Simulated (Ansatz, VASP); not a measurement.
# Ni in VASP and in Ansatz

```
CELL_PARAMETERS angstrom
2.13509 0.00000 0.00000
-1.06755 1.84904 0.00000
0.00000 0.00000 3.50637
ATOMIC_POSITIONS crystal
Ni 0.33333 0.66667 0.25000
Ni 0.66667 0.33333 0.75000
```

Alike in both runs: functional LDA; k mesh 20 × 20 × 11; occupations fermi-dirac, width 0.1 eV; collinear spin.

Ansatz relaxed the structure, and its values are those at the end. VASP's run is a single point on that final structure, the one shown.

```csv
,VASP,Ansatz
version,VASP 6.6.1,Ansatz 0.2.0
potentials or method,"VASP PAW LDA potentials, release 64 (Ni)","PAW with Ansatz's default frozen-core files, scalar-relativistic"
plane-wave cutoff (eV),520,420
valence electrons in the cell,20,36
```

```csv
,VASP,Ansatz,Ansatz less VASP
net moment per atom (μB),0.38,0.42,+0.042
size of the moment on the site where the two differ most (μB),0.36,0.43,+0.069
```

Site moments also hang on the region over which each program counts them. The two sets of potentials don't hold the same shells in valence.
